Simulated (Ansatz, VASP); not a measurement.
One calculation of Zn3Cu, two programs

```
Zn Cu
1.0
     1.51501   -2.16659    0.00000
     1.51501    2.16659    0.00000
     0.00000    0.00000    8.54104
Zn Cu
3 1
Direct
  0.50000 0.50000 0.76368
  0.00000 0.00000 0.50000
  0.50000 0.50000 0.23632
  0.00000 0.00000 0.00000
```

The cell comes from a database or a generator and needn't be the stable form of this composition.

Alike in both runs: task single point; functional PBEsol; k mesh 9 × 9 × 3; no spin polarisation.

|  | VASP | Ansatz |
| --- | --- | --- |
| version | VASP 6.6.1 | Ansatz 0.2.0 |
| potentials or method | VASP PAW PBE potentials, release 64 (Zn, Cu) | plane waves, PAW |
| plane-wave cutoff (eV) | 520 | 420 |
| occupations | fermi-dirac, width 0.1 eV | fermi-dirac |
| valence electrons in the cell | 47 | 55 |

|  | VASP | Ansatz | Ansatz less VASP |
| --- | --- | --- | --- |
| gap on the k mesh at the Fermi level (eV) | none | none | - |
| pressure (GPa) | -5.5 | -5.9 | -0.42 |
| largest component of the traceless stress (GPa) | 0.68 | 0.65 | -0.032 |
| rms of the force components (eV/Å) | 0.024 | 0.027 | +0.0038 |

Atom by atom the forces differ by 0.004 eV/Å (rms over components). A gap of «none» marks a metal or a gap that the smearing closes. The two sets of potentials don't hold the same shells in valence.

Caveats: the PAW data sets were made with another functional, which shifts forces and pressure a little (VASP).
